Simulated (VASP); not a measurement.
# GaP (F-43m) in VASP: notebook, part 3 of 3

VASP 6.6.1.

## (4) Born charges and dielectric tensor, PBE

The input, INCAR:

```
SYSTEM = GaP
  PREC = Accurate
  ENCUT = 520
  EDIFF = 1E-8
  ISMEAR = 0
  SIGMA = 0.02
  LREAL = .False.
  LASPH = .True.
  NELM = 60
  ALGO = Normal
  ISIF = 2
  LWAVE = .False.
  LCHARG = .False.
  GGA = PE
  LEPSILON = .True.
  IBRION = 8
  NSW = 1
```

The input, KPOINTS:

```
regular mesh
0
Gamma
  10 10 10
  0 0 0
```

The input, POSCAR:

```
GaP                                     
1.0
    0.0000000000      2.7528365043      2.7528365043
    2.7528365043      0.0000000000      2.7528365043
    2.7528365043      2.7528365043      0.0000000000
  Ga              P             
     1     1
Direct
     0.0000000000000000    0.0000000000000000    0.0000000000000000
     0.2500000000000000    0.2500000000000000    0.2500000000000000
```

Potentials or basis: VASP PAW PBE potentials, release 64 (Ga_d, P).

On the command line:

```bash
$ cat potpaw_PBE.64/Ga_d/POTCAR potpaw_PBE.64/P/POTCAR > POTCAR
$ mpirun -np 1 vasp_std > vasp.out
```

OUTCAR:

```text
SYSTEM = GaP
   PREC = Accurate
   ENCUT = 520
   EDIFF = 1E-8
   ISMEAR = 0
   LREAL = .False.
   LASPH = .True.
   NELM = 60
   ISIF = 2
   GGA = PE
   LEPSILON = .True.
   IBRION = 8
   NSW = 1

 ion  position               nearest neighbor table
   1  0.000  0.000  0.000-   2 2.38   2 2.38   2 2.38   2 2.38
   2  0.250  0.250  0.250-   1 2.38   1 2.38   1 2.38   1 2.38

  LATTYP: Found a face centered cubic cell.
 ALAT       =     5.5056730086

  Lattice vectors:

 A1 = (   0.0000000000,   2.7528365043,   2.7528365043)
 A2 = (   2.7528365043,   0.0000000000,   2.7528365043)
 A3 = (   2.7528365043,   2.7528365043,   0.0000000000)

Analysis of symmetry for initial positions (statically):
=====================================================================
 Subroutine PRICEL returns:
 Original cell was already a primitive cell.

 Routine SETGRP: Setting up the symmetry group for a
 face centered cubic supercell.

 Subroutine GETGRP returns: Found 24 space group operations
 (whereof 24 operations were pure point group operations)
 out of a pool of 48 trial point group operations.

The static configuration has the point symmetry T_d .

Analysis of symmetry for dynamics (positions and initial velocities):
=====================================================================
 Subroutine PRICEL returns:
 Original cell was already a primitive cell.

 Routine SETGRP: Setting up the symmetry group for a
 face centered cubic supercell.

 Subroutine GETGRP returns: Found 24 space group operations
 (whereof 24 operations were pure point group operations)
 out of a pool of 48 trial point group operations.

The dynamic configuration has the point symmetry T_d .

 Subroutine INISYM returns: Found 24 space group operations
 (whereof 24 operations are pure point group operations),
 and found     1 'primitive' translations

----------------------------------------------------------------------------------------

                                     Primitive cell

  volume of cell :      41.7226

  direct lattice vectors                    reciprocal lattice vectors
     0.000000000  2.752836504  2.752836504    -0.181630838  0.181630838  0.181630838
     2.752836504  0.000000000  2.752836504     0.181630838 -0.181630838  0.181630838
     2.752836504  2.752836504  0.000000000     0.181630838  0.181630838 -0.181630838

  length of vectors
     3.893098719  3.893098719  3.893098719     0.314593839  0.314593839  0.314593839

  position of ions in fractional coordinates (direct lattice)
     0.000000000  0.000000000  0.000000000
     0.250000000  0.250000000  0.250000000

  ion indices of the primitive-cell ions
[... 574 lines left out ...]
    -0.00012 -0.81204  0.00000
    -0.81204 -0.00012  0.00000
     0.00000  0.00000 -0.00057

--------------------------------------- Ionic step        4  -------------------------------------------

------------------------ aborting loop because EDIFF is reached ----------------------------------------

[... ionic steps 5 to 6 ...]

--------------------------------------- Ionic step        7  -------------------------------------------

 Free energy of the ion-electron system (eV)
  ---------------------------------------------------
  ---------------------------------------------------
  free energy    TOTEN  =        -0.04782412 eV

  energy without entropy =       -0.04782412

------------------------ aborting loop because EDIFF is reached ----------------------------------------

 INTERNAL STRAIN TENSOR  FOR ION    2  DIRECTION 1   (eV/Angst):
 -----------------------------------------------------------------------------
     0.00720  0.00000  0.00000
     0.00000 -0.00161 -6.32147
     0.00000 -6.32147 -0.00161

 MACROSCOPIC STATIC DIELECTRIC TENSOR (including local field effects in DFT)
 ------------------------------------------------------
          10.972543    -0.000000     0.000000
           0.000000    10.972543    -0.000000
          -0.000000    -0.000000    10.972543
 ------------------------------------------------------

 PIEZOELECTRIC TENSOR (including local field effects)  for field in x, y, z        (e  Angst)
          XX          YY          ZZ          XY          YZ          ZX
  --------------------------------------------------------------------------------
  x    -0.00000     0.00000     0.00000     0.00000    -2.11991     0.00000
  y     0.00000     0.00000     0.00000     0.00000     0.00000    -2.11991
  z     0.00000     0.00000    -0.00000    -2.11991     0.00000     0.00000

 PIEZOELECTRIC TENSOR (including local field effects)  for field in x, y, z        (C/m^2)
          XX          YY          ZZ          XY          YZ          ZX
  --------------------------------------------------------------------------------
  x    -0.00000     0.00000     0.00000     0.00000    -0.81406     0.00000
  y     0.00000     0.00000     0.00000     0.00000     0.00000    -0.81406
  z     0.00000     0.00000    -0.00000    -0.81406     0.00000     0.00000

 BORN EFFECTIVE CHARGES (including local field effects) (in |e|, cummulative output)
 ---------------------------------------------------------------------------------
 ion    1
    1     2.23334    -0.00000     0.00000
    2     0.00000     2.23334    -0.00000
    3    -0.00000     0.00000     2.23334
 ion    2
    1    -2.23334     0.00000     0.00000
    2    -0.00000    -2.23334     0.00000
    3     0.00000    -0.00000    -2.23334

 INTERNAL STRAIN TENSOR FOR ION    2 for displacements in x,y,z  (eV/Angst):
          X           Y           Z          XY          YZ          ZX
  --------------------------------------------------------------------------------
  x    -0.00000     0.00000     0.00000     0.00000    -6.32147     0.00000
  y     0.00000    -0.00000     0.00000     0.00000     0.00000    -6.32147
  z     0.00000     0.00000    -0.00000    -6.32147     0.00000     0.00000

 SECOND DERIVATIVES (NOT SYMMETRIZED)
 ------------------------------------
               1X          1Y          1Z          2X          2Y          2Z
  1X    -9.333970    0.000000    0.000000    9.333970    0.000000    0.000000
  1Y     0.000000   -9.333970    0.000000    0.000000    9.333970    0.000000
  1Z     0.000000    0.000000   -9.333970    0.000000    0.000000    9.333970
  2X     9.312071    0.000000    0.000000   -9.312071    0.000000    0.000000
  2Y     0.000000    9.312071    0.000000    0.000000   -9.312071    0.000000
  2Z     0.000000    0.000000    9.312071    0.000000    0.000000   -9.312071

 Eigenvectors and eigenvalues of the dynamical matrix
 ----------------------------------------------------

   1 f  =   10.305108 THz    64.748901 2PiTHz  343.741391 cm-1    42.618482 meV
             X         Y         Z           dx          dy          dz
      0.000000  0.000000  0.000000     0.000000    0.000000   -0.555065
      1.376418  1.376418  1.376418     0.000000    0.000000    0.831807
[... 21 lines left out ...]
   6 f/i=    0.005588 THz     0.035112 2PiTHz    0.186403 cm-1     0.023111 meV
             X         Y         Z           dx          dy          dz
      0.000000  0.000000  0.000000    -0.023996   -0.076372    0.827946
      1.376418  1.376418  1.376418    -0.016012   -0.050963    0.552488

--------------------------------------------------------------------------------------------------------

 MACROSCOPIC STATIC DIELECTRIC TENSOR IONIC CONTRIBUTION
 ------------------------------------------------------
           2.320307    -0.000000    -0.000000
          -0.000000     2.320307     0.000000
          -0.000000     0.000000     2.320307
 ------------------------------------------------------

 ELASTIC MODULI CONTR FROM IONIC RELAXATION (kBar)
 Direction    XX          YY          ZZ          XY          YZ          ZX
 --------------------------------------------------------------------------------
 XX          -0.0000      0.0000      0.0000      0.0000      0.0000      0.0000
 YY           0.0000     -0.0000      0.0000      0.0000      0.0000     -0.0000
 ZZ           0.0000      0.0000     -0.0000      0.0000      0.0000      0.0000
 XY           0.0000      0.0000      0.0000   -162.7075      0.0000      0.0000
 YZ           0.0000      0.0000      0.0000      0.0000   -162.7075      0.0000
 ZX           0.0000     -0.0000      0.0000      0.0000      0.0000   -162.7075
 --------------------------------------------------------------------------------

 PIEZOELECTRIC TENSOR IONIC CONTR  for field in x, y, z        (C/m^2)
          XX          YY          ZZ          XY          YZ          ZX
  --------------------------------------------------------------------------------
  x    -0.00000    -0.00000     0.00000     0.00000     0.57816    -0.00000
  y    -0.00000     0.00000     0.00000    -0.00000     0.00000     0.57816
  z     0.00000     0.00000    -0.00000     0.57816    -0.00000     0.00000
```

OSZICAR:

```text
N       E                     dE             d eps       ncg     rms          rms(c)
DAV:   1     0.834350412173E+02    0.83435E+02   -0.93195E+03  1230   0.198E+03
DAV:   2    -0.293001096441E+01   -0.86365E+02   -0.83208E+02  1357   0.339E+02
[... 13 lines left out ...]
RMM:   7    -0.478280011959E-01   -0.37837E-05   -0.86497E-07  8906   0.398E-03    0.166E-03
RMM:   8    -0.478250593569E-01    0.29418E-05   -0.44994E-07  8422   0.136E-03    0.832E-05
RMM:   9    -0.478241883885E-01    0.87097E-06    0.41173E-08  8993   0.435E-04    0.114E-04
RMM:  10    -0.478240253558E-01    0.16303E-06   -0.79134E-09  8482   0.167E-04    0.917E-06
RMM:  11    -0.478241230795E-01   -0.97724E-07   -0.91026E-09  8801   0.645E-05    0.948E-06
RMM:  12    -0.478241186750E-01    0.44045E-08   -0.13941E-09  8852   0.252E-05    0.181E-06
 Linear response finished
```

stdout:

```text
POSCAR found type information on POSCAR GaP
 POSCAR found :  2 types and       2 ions
 scaLAPACK will be used
 LDA part: xc-table for (Slater+PW92), standard interpolation
 POSCAR, INCAR and KPOINTS ok, starting setup
 FFT: planning ... GRIDC
 FFT: planning ... GRID_SOFT
 FFT: planning ... GRID
 WAVECAR not read
 entering main loop
[... 23 lines left out ...]
  Direction:   3
 dielectric tensor                  component  3 :     2.307     2.323    10.973
 Linear response DOF=           2
 Linear response progress:
 first order change of Fermi-energy  -0.20296E-02
 force on displaced ion       1 direction 1 :  -9.334   0.000   0.000
 Born effective charge ion    1 direction 1 :   2.217   0.000   0.000
 Linear response progress:
 first order change of Fermi-energy   0.20292E-02
 force on displaced ion       2 direction 1 :  -9.312   0.000   0.000
 Born effective charge ion    2 direction 1 :  -2.255   0.000   0.000
 Born effective charges drift removed
 Linear response finished
```

Run time: 9.3 min. Hardware: 1 thread of Intel Xeon Platinum 8488C (Sapphire Rapids), shared host; peak memory 0.38 GiB.

Results:

| Quantity | Value |
| --- | --- |
| Band gap on the k mesh | 1.58 eV, direct |
| Electronic dielectric tensor (diagonal) | 10.97 |
| Born charges (mean of the diagonal) | Ga +2.23; P -2.23 e |
| Highest phonon frequency at Γ, LO-TO splitting left out | 344 cm⁻¹ |

Phonon frequencies in cm⁻¹ (negative: imaginary):
```
              q point        frequencies
(0.000, 0.000, 0.000)  0 0 0 344 344 344
```

Electronic dielectric tensor:
```
10.97  0.00  0.00
 0.00 10.97  0.00
 0.00  0.00 10.97
```

Born effective charge tensors (e):
atom 1, Ga
```
2.23 0.00 0.00
0.00 2.23 0.00
0.00 0.00 2.23
```
atom 2, P
```
-2.23  0.00  0.00
 0.00 -2.23  0.00
 0.00  0.00 -2.23
```

## (5) The runs side by side

| task | k mesh | gap on the mesh (eV) | pressure (GPa) |
| --- | --- | --- | --- |
| band structure | 10 × 10 × 10 | 1.58 | 0.0 |
| optical spectrum | 14 × 14 × 14 | 1.58 | 0.0 |
| Born charges and dielectric tensor | 10 × 10 × 10 | 1.58 | - |

Alike in all rows: level PBE; potentials or basis VASP PAW PBE potentials, release 64 (Ga_d, P); no spin polarisation; cell as given; cutoff (eV) 520; smearing gaussian 0.02 eV.

On the cell as given the gap runs from 1.58 eV (PBE) to 1.58 eV (PBE); the meshes differ, which moves gaps too.

Caveats: independent-particle spectra lack excitons (some runs).

Total energies depend on the potentials used, so only differences within one code and one set of settings carry meaning.

## (6) Comparison with measurements

Step 2. Measured gap of GaP: 2.34 eV (indirect; 10 K; quoted in “Stacking defects in GaP nanowires: Electronic structure and optical properties”, 2018, arxiv:1810.01194). This calculation gives 1.58 eV (-0.76 eV). Spin-orbit coupling on Ga is left out. The value is that of PBE, without temperature or zero-point motion. Semilocal functionals fall short of measured gaps as a rule.

Step 3. Measured gap of GaP: 2.34 eV (indirect; 10 K; quoted in “Stacking defects in GaP nanowires: Electronic structure and optical properties”, 2018, arxiv:1810.01194). This calculation gives 1.58 eV (-0.76 eV). Spin-orbit coupling on Ga is left out. The value is that of PBE on a finite k mesh, which can miss the band edges, without temperature or zero-point motion. Semilocal functionals fall short of measured gaps as a rule.

Step 4. Against the measured gap of GaP, 2.34 eV (indirect; 10 K; quoted in “Stacking defects in GaP nanowires: Electronic structure and optical properties”, 2018, arxiv:1810.01194), the calculated 1.58 eV is off by -0.76 eV. Spin-orbit coupling on Ga is left out. The value is that of PBE on a finite k mesh, which can miss the band edges, without temperature or zero-point motion. Semilocal functionals fall short of measured gaps as a rule.
